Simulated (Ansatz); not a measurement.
NaCl: moving Cl off its site

NaCl, Fm-3m, a = 5.663 Å (as given, not relaxed at this level: 0.4 GPa). Ansatz: PBE, PAW, 420 eV, Γ-centred 8×8×8 mesh on 2 atoms, Gaussian smearing 0.05 eV; no spin polarisation.

```xyz
2
Lattice="0.0000 2.8317 2.8317 2.8317 0.0000 2.8317 2.8317 2.8317 0.0000" Properties=species:S:1:pos:R:3 pbc="T T T"
Na    0.0000    0.0000    0.0000
Cl    2.8317    2.8317    2.8317
```

Atom 2 (Cl) moves by x along the unit vector (0.707, -0.707, 0.000), with its periodic images; all else is held. y is the free energy of the cell over the start, F the force along the path summed over the moved atoms. Symmetry makes y even in x.

| x (Å) | y (meV) | F (eV/Å) |
| --- | --- | --- |
| -0.3000 | 60.6 | 0.42 |
| -0.1500 | 14.6 | 0.20 |
| 0.0000 | 0.0 | 0.00 |
| 0.0375 | 0.9 | -0.05 |
| 0.0750 | 3.6 | -0.10 |
| 0.1125 | 8.2 | -0.15 |
| 0.1875 | 23.0 | -0.25 |
| 0.2250 | ? | ? |
| 0.2625 | 45.9 | -0.36 |

Q: Fit y = c2 x² + c4 x⁴ to the energies of the other rows, give the force constant, and predict energy and force of the missing row.

A: Least squares on the rows shown. y = 641.8 x² + 350.8 x⁴. The force constant is 2 c2 = 1.28 eV/Å² (for all images moving together, not for a lone atom). With two atoms in a cubic cell this is the optical mode at Γ without the LO field: ω = 521.5 √(2 c2/μ) = 158 cm⁻¹ for μ = 13.95 u. The force −dy/dx at the missing row is -0.30 eV/Å (computed -0.30). At x = 0.2250 the fit asked for gives 33.4 meV. The run gave 33.4 meV, the same to the digits shown.